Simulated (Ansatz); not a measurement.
A strain series on BN (Fmm2): isotropic on every length

BN (Fmm2) from a database structure, relaxed with r2SCAN+rVV10 in Ansatz 0.2.0, then strained (isotropic on every length; changes of length per length, axes as in the cell below) with the atoms relaxed again within the symmetry that is left. It is orthorhombic, Fmm2 (No. 42); conventional cell a = 2.502 Å, b = 6.586 Å, c = 4.327 Å, 8.91 Å³ an atom. B is surrounded by 3 N at 1.44 Å; N is surrounded by 3 B at 1.44 Å. The values are computed, spin-unpolarised, and not measurements.

```yaml
crystal:
  lattice:
    - [0.00000, 3.29286, 2.16328]
    - [1.25096, 0.00000, 2.16328]
    - [1.25096, 3.29286, 0.00000]
  atoms:
    - { symbol: B, position: [0.00011, 0.00011, 0.99989] }
    - { symbol: N, position: [0.66659, 0.66659, 0.33341] }
```

Gaps are the least over each mesh (PBE 12×12×12, r2SCAN 12×12×12, HSE06 8×8×8 when unstrained) and the special points, which keep their unstrained names.

```tsv
strain (%)	gap, PBE (eV)	gap, r2SCAN (eV)	gap, HSE06 (eV)	edges, HSE06
0.0	3.479	3.936	4.677	(1/2, 0.365, -0.135) → T
+1.63	3.470	3.926	4.671	(1/2, 0.362, -0.138) → T
+5.36	3.422	3.876	4.628	(0.497, 0.362, -0.141) → T
```

Q: Estimate the row for a strain of -2.92 %.

A:
```tsv
strain (%)	gap, PBE (eV)	gap, r2SCAN (eV)	gap, HSE06 (eV)	edges, HSE06
-2.92	3.476	3.936	4.669	(1/2, 0.365, -0.135) → T
```

Between zero and the nearest strains the slope of the HSE06 gap against strain is +0.003 eV per percent for negative and -0.004 for positive strain.

Where an edge lies off the special points, it is a point of the mesh or the k point where a search put PBE's edge or least direct gap, reused for the other functionals, whose own edges may lie a little apart.

Coordinates of k points refer to the reciprocal vectors of the primitive cell of the runs.

The meshes of the hybrids are coarse, so their gaps aren't converged to the digits shown.
